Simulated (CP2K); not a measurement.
Set up this calculation in CP2K 2026.2, as the native input.

```
Task                                   : band structure
Functional                             : HLE17
Potentials or basis                    : POTENTIAL_UZH W GTH-PBE-q14, Si GTH-PBE-q4; TZVP-MOLOPT-PBE-GTH basis
Density cutoff                         : 9184 eV
k mesh                                 : 12 × 12 × 12
Occupations                            : fermi-dirac, width 0.05 eV
Spin                                   : no spin polarisation
SCF solver                             : diagonalisation with k points
Quickstep method                       : GPW
EPS_DEFAULT                            : 1.0E-9
EPS_SCF                                : 1.0E-6
MAX_SCF                                : 100
SCF_GUESS                              : ATOMIC
k points reduced by the point group    : yes
Mesh centred on Gamma                  : yes
CHOLESKY                               : OFF
EPS_EIGVAL                             : 1.0E-7
MIXING METHOD                          : BROYDEN_MIXING
MIXING ALPHA                           : 0.4
NBUFFER                                : 8
NGRIDS                                 : 5
Basis sets                             : W TZVP-MOLOPT-PBE-GTH-q14, Si TZVP-MOLOPT-PBE-GTH-q4
Potentials                             : W GTH-PBE-q14 of POTENTIAL_UZH, Si GTH-PBE-q4 of POTENTIAL_UZH
ADDED_MOS                              : [15]
Points a segment of the path (NPOINTS) : 10
Bands added on the path                : 4
REL_CUTOFF (Ry)                        : 60 Ry
MIXING BETA (1/bohr)                   : 1.5 1/bohr
CUTOFF of the grids                    : 675 Ry
```

Crystal: Si2W.

```xyz
3
Lattice="4.5267 0.0000 0.0000 2.2450 3.9308 0.0000 -3.3859 -1.9654 2.2725" Properties=species:S:1:pos:R:3 pbc="T T T"
W     0.0000    0.0000    0.0000
Si    4.5052    2.6151    0.0000
Si    2.2665    1.3156    0.0000
```

These files were run (other wordings do the same):

si2w_bands.inp

```
&GLOBAL
  PROJECT si2w_bands
  RUN_TYPE ENERGY_FORCE
  PRINT_LEVEL LOW
&END GLOBAL
&FORCE_EVAL
  METHOD QS
  STRESS_TENSOR ANALYTICAL
  &DFT
    BASIS_SET_FILE_NAME BASIS_MOLOPT_UZH
    POTENTIAL_FILE_NAME POTENTIAL_UZH
    &MGRID
      CUTOFF 675
      REL_CUTOFF 60
      NGRIDS 5
    &END MGRID
    &QS
      METHOD GPW
      EPS_DEFAULT 1.0E-9
    &END QS
    &KPOINTS
      SCHEME MONKHORST-PACK 12 12 12
      GAMMA_CENTERED T
      SYMMETRY T
      SYMMETRY_BACKEND SPGLIB
    &END KPOINTS
    &SCF
      SCF_GUESS ATOMIC
      EPS_SCF 1.0E-6
      MAX_SCF 100
      ADDED_MOS 15
      CHOLESKY OFF
      EPS_EIGVAL 1.0E-7
      &DIAGONALIZATION ON
        ALGORITHM STANDARD
      &END DIAGONALIZATION
      &MIXING ON
        METHOD BROYDEN_MIXING
        ALPHA 0.4
        BETA 1.5
        NBUFFER 8
      &END MIXING
      &SMEAR ON
        METHOD FERMI_DIRAC
        ELECTRONIC_TEMPERATURE [K] 580.226
      &END SMEAR
    &END SCF
    &XC
      &XC_FUNCTIONAL
        &MGGA_XC_HLE17
        &END MGGA_XC_HLE17
      &END XC_FUNCTIONAL
    &END XC
    &PRINT
      &KPOINTS ON
      &END KPOINTS
      &MULLIKEN ON
      &END MULLIKEN
      &MO ON
        ENERGIES T
        OCCUPATION_NUMBERS T
        &EACH
          QS_SCF 0
        &END EACH
        ADD_LAST NUMERIC
      &END MO
      &BAND_STRUCTURE
        FILE_NAME bands.bs
        ADDED_MOS 4
        &KPOINT_SET
          UNITS B_VECTOR
          NPOINTS 10
          SPECIAL_POINT GAMMA 0.00000000 0.00000000 0.00000000
          SPECIAL_POINT X 0.50000000 -0.50000000 0.00000000
          SPECIAL_POINT Y 0.50000000 -0.50000000 0.08423552
          SPECIAL_POINT S 0.29211776 -0.29211776 0.29211776
          SPECIAL_POINT GAMMA 0.00000000 0.00000000 0.00000000
          SPECIAL_POINT Z 0.50000000 0.50000000 -0.50000000
          SPECIAL_POINT S1 0.70788224 0.29211776 -0.29211776
          SPECIAL_POINT N 0.50000000 0.00000000 0.00000000
          SPECIAL_POINT P 0.75000000 -0.25000000 -0.25000000
          SPECIAL_POINT Y1 0.91576448 0.08423552 -0.50000000
          SPECIAL_POINT Z 0.50000000 0.50000000 -0.50000000
        &END KPOINT_SET
        &KPOINT_SET
          UNITS B_VECTOR
          NPOINTS 10
          SPECIAL_POINT X 0.50000000 -0.50000000 0.00000000
          SPECIAL_POINT P 0.75000000 -0.25000000 -0.25000000
        &END KPOINT_SET
      &END BAND_STRUCTURE
    &END PRINT
  &END DFT
  &SUBSYS
    &CELL
      ABC 4.5267083761 4.5267083761 4.5267083761
      ALPHA_BETA_GAMMA 138.4153173914 138.4153173913 60.2675125443
      PERIODIC XYZ
    &END CELL
    &COORD
      SCALED
      W   0.0000000000 0.0000000000 0.0000000000
      Si  0.6653000000 0.6653000000 0.0000000000
      Si  0.3347000000 0.3347000000 0.0000000000
    &END COORD
    &KIND W
      BASIS_SET TZVP-MOLOPT-PBE-GTH-q14
      POTENTIAL GTH-PBE-q14
    &END KIND
    &KIND Si
      BASIS_SET TZVP-MOLOPT-PBE-GTH-q4
      POTENTIAL GTH-PBE-q4
    &END KIND
    &PRINT
      &ATOMIC_COORDINATES ON
      &END ATOMIC_COORDINATES
      &CELL ON
      &END CELL
    &END PRINT
  &END SUBSYS
  &PRINT
    &FORCES ON
    &END FORCES
    &STRESS_TENSOR ON
    &END STRESS_TENSOR
  &END PRINT
&END FORCE_EVAL
```

Potentials or basis: POTENTIAL_UZH W GTH-PBE-q14, Si GTH-PBE-q4; TZVP-MOLOPT-PBE-GTH basis.

The run is started by

```bash
$ OMP_NUM_THREADS=1 cp2k.psmp -i si2w_bands.inp -o si2w_bands.out
```

It gave:

```json
{"Pressure": "-23.9 GPa", "Largest force": "0.223 eV/Å", "Band gap on the k mesh": "none (metal or under the smearing width)", "Mulliken charges": "W +0.97; Si -0.49 e"}
```

Caveat: Mulliken charges move with the basis; the potentials were made for another functional, which shifts forces and pressure; the potentials were made for a functional far from this one; spin-orbit coupling is left out, which moves the levels of the heavy elements; the basis of atomic orbitals isn't converged, which shifts pressures, moduli and gaps.

Run time: 5.6 min on 1 thread of Arm Neoverse V1, on a shared host, peak memory 0.58 GiB.
